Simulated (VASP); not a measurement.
Wanted: the native input for a VASP 6.6.1 run.

```yaml
Task: relaxation of cell and atoms
Functional: PBEsol
Potentials_or_basis: VASP PAW PBE potentials, release 64 (Si)
Cutoff: 600 eV
k_mesh: 10 × 10 × 10
Occupations: gaussian, width 0.02 eV
Spin: no spin polarisation
Further_INCAR_settings: ALGO = Normal; EDIFF = 1e-07; IBRION = 2; EDIFFG = -0.005; NSW = 40; ISIF = 3
```

The structure of Si lies in POSCAR:

```
Si
1.0
    0.0000000000      2.7200000000      2.7200000000
    2.7200000000      0.0000000000      2.7200000000
    2.7200000000      2.7200000000      0.0000000000
Si
2
Direct
    0.0000000000      0.0000000000      0.0000000000
    0.2500000000      0.2500000000      0.2500000000
```

The cell was built by a generator and needn't be a form met in nature.

One way to write it, as run:

INCAR

```
SYSTEM = Si
ALGO = Normal
EDIFF = 1E-7
EDIFFG = -0.005
ENCUT = 600
GGA = PS
IBRION = 2
ISIF = 3
ISMEAR = 0
LASPH = .True.
LCHARG = .False.
LREAL = .False.
LWAVE = .False.
NELM = 120
NSW = 40
PREC = Accurate
SIGMA = 0.02
```

KPOINTS

```
k-points
0
Gamma
  10 10 10
  0 0 0
```

Potentials or basis: VASP PAW PBE potentials, release 64 (Si).

Run with:

```console
$ cat potpaw_PBE.64/Si/POTCAR > POTCAR
$ mpirun -np 1 vasp_std > vasp.out
```

It gave:

```yaml
Relaxed_volume: 20.08 Å³/atom
Relaxed_cell: a = 3.844 Å, b = 3.844 Å, c = 3.844 Å, α = 60.00°, β = 60.00°, γ = 60.00°
Space_group_after_relaxing_to_0.05_Å: Fd-3m (No. 227)
Energy_gained_by_relaxing: 0.0 meV/atom
Ionic_steps: 3
Pressure_after_relaxing: 0.0 GPa
Band_gap_on_the_k_mesh: 0.47 eV, indirect (least direct gap 2.52 eV)
```

Caveat: the PAW data sets were made with another functional, which shifts forces and pressure a little.

It took 21 s on 1 thread of AMD EPYC 7R13 Processor (Zen 3), on a shared host, peak memory 0.14 GiB.
